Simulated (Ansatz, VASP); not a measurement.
## Two plane-wave programs on InP

```xyz
2
Lattice="0.0000 2.8053 2.8053 2.8053 0.0000 2.8053 2.8053 2.8053 0.0000" Properties=species:S:1:pos:R:3 pbc="T T T"
In    0.0000    0.0000    0.0000
P     2.8053    2.8053    2.8053
```

Measurements of this composition are mostly on another form, of space group No. 216.

Alike in both runs: task single point; functional LDA; k mesh 8 × 8 × 8; occupations fermi-dirac, width 0.05 eV; no spin polarisation.

|  | VASP | Ansatz |
| --- | --- | --- |
| version | VASP 6.6.1 | Ansatz 0.2.0 |
| potentials or method | VASP PAW LDA potentials, release 64 (In_d, P) | Ansatz PAW |
| plane-wave cutoff (eV) | 520 | 420 |
| valence electrons in the cell | 18 | 18 |

```csv
,VASP,Ansatz,Ansatz less VASP
gap on the k mesh at the Fermi level (eV),none,none,-
pressure (GPa),-7.3,-7.3,0.00
```

A gap of «none» marks a metal or a gap that the smearing closes.

Caveats: the PAW data sets come from PBE, with cores solved anew for the run's functional, which leaves a small shift of forces and pressure (Ansatz).
